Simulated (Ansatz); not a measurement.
Molecular dynamics of H6C

input.yaml

```yaml
accuracy: low
crystal:
  lattice:
    - [7.191966, 0.0, 0.0]
    - [0.0, 7.191966, 0.0]
    - [0.0, 0.0, 7.191966]
  atoms:
    - { symbol: H, position: [0.98702314, 0.28119201, 0.99091156] }
    - { symbol: H, position: [1.08150044, 0.29413777, 0.95275551] }
    - { symbol: H, position: [-0.09286585, 0.05765144, 0.62511868] }
    - { symbol: H, position: [-0.10934829, 0.15576206, 0.6652864] }
    - { symbol: H, position: [0.19825636, 0.51501652, 0.28422763] }
    - { symbol: H, position: [0.21163317, 0.41401537, 0.26179931] }
    - { symbol: H, position: [0.37332334, -0.1456453, 0.7660648] }
    - { symbol: H, position: [0.43451535, -0.06245731, 0.74283588] }
    - { symbol: C, position: [-0.08525666, 0.7521205, 0.93404723] }
    - { symbol: H, position: [0.04510169, 0.82780379, 0.88915086] }
    - { symbol: H, position: [-0.21650623, 0.82851835, 0.91782222] }
    - { symbol: H, position: [-0.06920578, 0.71015765, 1.08079539] }
    - { symbol: H, position: [-0.10164181, 0.63187065, 0.849271] }
    - { symbol: C, position: [0.25048826, 0.93710207, 0.32071628] }
    - { symbol: H, position: [0.32917074, 0.98872201, 0.19934308] }
    - { symbol: H, position: [0.13127022, 1.0300194, 0.3393984] }
    - { symbol: H, position: [0.33067404, 0.94081254, 0.45220486] }
    - { symbol: H, position: [0.19764159, 0.78506358, 0.31780164] }
    - { symbol: C, position: [0.39197575, 0.46352231, 0.70862391] }
    - { symbol: H, position: [0.50492215, 0.45745282, 0.81470091] }
    - { symbol: H, position: [0.25813206, 0.42609789, 0.78245425] }
    - { symbol: H, position: [0.41437695, 0.37621478, 0.58003561] }
    - { symbol: H, position: [0.36582034, 0.59801019, 0.64490982] }
    - { symbol: C, position: [0.75933429, 0.30790568, 0.33723239] }
    - { symbol: H, position: [0.66830153, 0.40274693, 0.25092701] }
    - { symbol: H, position: [0.75735283, 0.16266503, 0.27627368] }
    - { symbol: H, position: [0.67672169, 0.30364421, 0.46614622] }
    - { symbol: H, position: [0.90015792, 0.37093742, 0.36083626] }
basis:
  ecutwfc: 420.0
kpoints:
  mp_grid: { grid: [1, 1, 1] }
hamiltonian:
  xc: pbe
  dispersion: d3bj
scf:
  occupations: { method: fermi_dirac, width: 0.05 }
  lower_state_search: "off"
md:
  timestep: 0.5
  n_steps: 400
  ensemble: nve
  temperature: 300.0
  initial_velocities: maxwell_boltzmann
  seed: 492533
```

Run as:

```bash
$ ansatz run input.yaml --threads 1 --pin off --max-ram 3072MiB --backend cpu --events-out ev --progress --plain --runs-dir out
```

It goes on from the last frame of an earlier run, with new velocities.

Output, in part (step lines):

```
md step     0: t =     0.00 fs  T =   300.0 K  F+E_penalty+E_count = -1389.96082849 eV  E_kin = 1.047006 eV  conserved = -1388.91382250 eV  (8 SCF iters)
md step     1: t =     0.50 fs  T =   296.9 K  F+E_penalty+E_count = -1389.94949686 eV  E_kin = 1.036018 eV  conserved = -1388.91347842 eV  (7 SCF iters)
md step     2: t =     1.00 fs  T =   290.2 K  F+E_penalty+E_count = -1389.92545312 eV  E_kin = 1.012940 eV  conserved = -1388.91251344 eV  (7 SCF iters)
md step     3: t =     1.50 fs  T =   284.2 K  F+E_penalty+E_count = -1389.90334597 eV  E_kin = 0.991741 eV  conserved = -1388.91160515 eV  (7 SCF iters)
md step     4: t =     2.00 fs  T =   282.4 K  F+E_penalty+E_count = -1389.89700740 eV  E_kin = 0.985595 eV  conserved = -1388.91141231 eV  (7 SCF iters)
md step     5: t =     2.50 fs  T =   285.9 K  F+E_penalty+E_count = -1389.90972335 eV  E_kin = 0.997749 eV  conserved = -1388.91197436 eV  (4 SCF iters)
md step     6: t =     3.00 fs  T =   292.5 K  F+E_penalty+E_count = -1389.93345920 eV  E_kin = 1.020695 eV  conserved = -1388.91276464 eV  (4 SCF iters)
md step     7: t =     3.50 fs  T =   298.9 K  F+E_penalty+E_count = -1389.95633727 eV  E_kin = 1.043018 eV  conserved = -1388.91331948 eV  (3 SCF iters)
[... lines left out ...]
md step   400: t =   200.00 fs  T =   311.2 K  F+E_penalty+E_count = -1389.99884806 eV  E_kin = 1.085940 eV  conserved = -1388.91290813 eV  (7 SCF iters)
```

The steps, from the saved trajectory:

| time (fs) | T (K) | potential energy less start (eV) | conserved less start (meV/atom) |
| --- | --- | --- | --- |
| 0.0 | 300 | 0.000 | 0.00 |
| 6.5 | 286 | 0.052 | 0.08 |
| 13.0 | 271 | 0.103 | 0.05 |
| 19.5 | 306 | -0.019 | 0.01 |
| 26.0 | 277 | 0.084 | 0.08 |
| 32.5 | 339 | -0.136 | -0.02 |
| 39.0 | 289 | 0.038 | 0.01 |
| 45.5 | 294 | 0.025 | 0.09 |
| 52.0 | 239 | 0.213 | 0.07 |
| 58.5 | 296 | 0.015 | 0.08 |
| 65.0 | 267 | 0.117 | 0.05 |
| 71.5 | 369 | -0.244 | -0.08 |
| 78.0 | 290 | 0.037 | 0.06 |
| 84.5 | 334 | -0.115 | 0.07 |
| 91.0 | 280 | 0.070 | 0.05 |
| 97.5 | 328 | -0.094 | 0.09 |
| 104.0 | 307 | -0.026 | -0.01 |
| 110.5 | 336 | -0.127 | 0.00 |
| 117.0 | 286 | 0.051 | 0.09 |
| 123.5 | 301 | -0.001 | 0.03 |
| 130.0 | 275 | 0.090 | 0.04 |
| 136.5 | 278 | 0.078 | 0.08 |
| 143.0 | 252 | 0.169 | 0.03 |
| 149.5 | 289 | 0.040 | 0.04 |
| 156.0 | 249 | 0.179 | 0.07 |
| 162.5 | 320 | -0.072 | -0.06 |
| 169.0 | 273 | 0.098 | 0.07 |
| 175.5 | 287 | 0.046 | 0.09 |
| 182.0 | 293 | 0.026 | 0.04 |
| 188.5 | 316 | -0.055 | 0.03 |
| 195.0 | 327 | -0.092 | 0.01 |

All steps were run. The conserved energy stayed within 0.13 meV per atom of its start (net change 0.033 meV per atom), so the integration is sound. A run of 0.2 ps of so small a system gives no equilibrium averages. Limits of this set-up: coarse k mesh, low accuracy level.

Mean squared displacements from the first frame to the last, about the centre of mass: H 3.23 Å², C 1.00 Å².

Last frame:

```xyz
28
Lattice="7.1920 0.0000 0.0000 0.0000 7.1920 0.0000 0.0000 0.0000 7.1920" Properties=species:S:1:pos:R:3
H 6.334 0.462 6.627
H 6.038 1.164 6.405
H -1.389 -0.384 4.309
H -1.481 -0.382 3.575
H 1.802 3.070 1.942
H 1.243 2.737 1.647
H 1.726 0.782 5.205
H 2.330 0.787 4.807
C -0.965 4.666 6.687
H -0.151 4.630 7.377
H -1.783 5.351 6.962
H -1.411 3.656 6.571
H -0.481 5.011 5.700
C 2.850 6.063 2.316
H 3.023 6.925 2.956
H 3.060 6.543 1.362
H 1.871 5.618 2.419
H 3.583 5.288 2.489
C 2.972 4.279 5.494
H 3.938 4.758 5.231
H 2.870 3.560 4.730
H 2.200 5.022 5.556
H 2.933 3.859 6.526
C 4.916 2.829 2.284
H 4.650 3.606 1.552
H 5.045 3.350 3.216
H 5.896 2.406 1.994
H 4.048 2.147 2.400
```

Run time: 7.4 min on 1 CPU thread of a shared host.
